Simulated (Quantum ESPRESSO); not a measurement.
A run of Quantum ESPRESSO 7.5 is set up as follows.

pw.in

```
&CONTROL
  calculation = 'vc-relax'
  prefix = 'pwscf'
  outdir = './tmp'
  pseudo_dir = './pseudo'
  tprnfor = .true.
  tstress = .true.
  disk_io = 'low'
  nstep = 40
  forc_conv_thr = 0.0004
  etot_conv_thr = 1d-05
/
&SYSTEM
  ibrav = 0
  nat = 1
  ntyp = 1
  ecutwfc = 63
  ecutrho = 506
  nbnd = 11
  occupations = 'smearing'
  smearing = 'fd'
  degauss = 0.00367493
/
&ELECTRONS
  conv_thr = 2d-10
  electron_maxstep = 120
  mixing_beta = 0.5
/
&IONS
  ion_dynamics = 'bfgs'
/
&CELL
  cell_dynamics = 'bfgs'
  press = 300
  press_conv_thr = 0.3
/
ATOMIC_SPECIES
Cu    63.5460 Cu.paw.z_11.ld1.psl.v1.0.0-low.upf
CELL_PARAMETERS angstrom
   0.0000000000    1.8075000000    1.8075000000
   1.8075000000    0.0000000000    1.8075000000
   1.8075000000    1.8075000000    0.0000000000
ATOMIC_POSITIONS crystal
Cu     0.0000000000    0.0000000000    0.0000000000
K_POINTS automatic
13 13 13 0 0 0
```

Potentials or basis: SSSP 1.3 efficiency PBE.

The run is started by

```sh
$ OMP_NUM_THREADS=1 pw.x -in pw.in > pw.out
```

Q: Predict the relaxed cell.

A: a = 2.444 Å, b = 2.444 Å, c = 2.444 Å, α = 60.00°, β = 60.00°, γ = 60.00°.

Q: Predict the band gap on the k mesh.

A: None (metal or under the smearing width).

Q: Predict the space group after relaxing (to 0.05 Å).

A: Fm-3m (No. 225).

Final structure:
```
Cu
1.0
     0.00000    1.72803    1.72803
     1.72803    0.00000    1.72803
     1.72803    1.72803    0.00000
Cu
1
Cartesian
  0.0000 0.0000 0.0000
```
